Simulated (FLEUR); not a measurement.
Crystal: Cu.

```
Cu
1.0
    -1.44279    1.44279    1.37608
     1.44279   -1.44279    1.37608
     1.44279    1.44279   -1.37608
Cu
1
Direct
  0.00000 0.00000 0.00000
```

This isn't the form of Cu at room conditions, which is fcc.

| Item | Value |
| --- | --- |
| Program | FLEUR MaX-R8.1 (later development tree) |
| Task | single point |
| Functional | PBE |
| Potentials or basis | all-electron |
| Basis | FLAPW |
| Kmax | 4.08 1/bohr |
| k mesh | 13 × 13 × 13 |
| Occupations | fermi-dirac, width 0.05 eV |
| Spin | no spin polarisation |
| Gmax | 12.6 1/bohr |
| Muffin-tin radii | Cu 2.11 bohr |
| lmax | Cu 9 |
| Local orbitals a species | Cu 5 |
| Max iterations | 60 |
| Mixing factor | 0.05 |
| Mixer | Anderson |
| Mixer history | 15 |
| Density convergence | 1e-05 me/bohr^3 |

On this cell: band gap on the k mesh none (metal or under the smearing width).

The same run follows on a disturbed copy (cell strained at random at fixed volume):

```
CELL_PARAMETERS angstrom
-1.41080 1.44162 1.36674
1.39194 -1.45455 1.36053
1.46098 1.50473 -1.38030
ATOMIC_POSITIONS crystal
Cu 0.01879 0.00286 0.01439
```

Task: What changes?

Result: The energy (extrapolated to zero smearing) moves by +5.0 meV/atom; band gap on the k mesh none (metal or under the smearing width).
